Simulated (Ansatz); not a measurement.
Hf under changes of volume

One of the cells (21.882 Å³/atom); the others are scaled copies at fixed shape and fractional positions:

```
CELL_PARAMETERS angstrom
0.00000 2.22000 2.22000
2.22000 0.00000 2.22000
2.22000 2.22000 0.00000
ATOMIC_POSITIONS crystal
Hf 0.00000 0.00000 0.00000
```

This isn't the form of Hf at room conditions, which is hcp.

- Program: Ansatz 0.2.0
- Functional: PBEsol
- Potentials or basis: Ansatz PAW
- Cutoff: 420 eV (not typed: the program's choice for these potentials)
- k mesh: 10 × 10 × 10
- Occupations: fermi-dirac, width 0.05 eV
- Spin: no spin polarisation

| volume (Å³/atom) | energy over the lowest point (meV/atom) | pressure (GPa) |
| --- | --- | --- |
| 20.569 | 16.23 | 5.6 |
| 21.007 | 4.56 | 2.9 |
| 21.444 | 0.00 | 0.5 |
| 21.882 | 1.87 | -1.7 |
| 22.320 | 9.54 | -3.7 |
| 22.757 | 22.44 | -5.5 |
| 23.195 | ? | ? |

Problem. What does the run at 23.195 Å³/atom give?

Solution. Energy over the lowest point 40.01 meV/atom; pressure -7.1 GPa.

Worked out: A Birch-Murnaghan fit of order 3 (a polynomial in V^(-2/3)) to the other rows has its minimum at 21.53 Å³/atom with B0 = V·E''(V) = 113 GPa and B' = 4.0. It gives 40.12 meV/atom at 23.195 Å³/atom, against the run's 40.01, and -dE/dV = -7.3 GPa, against -7.1.

Energies are extrapolated to zero smearing.

Caveats: the PAW data sets come from PBE, with cores solved anew for the run's functional, which leaves a small shift of forces and pressure.
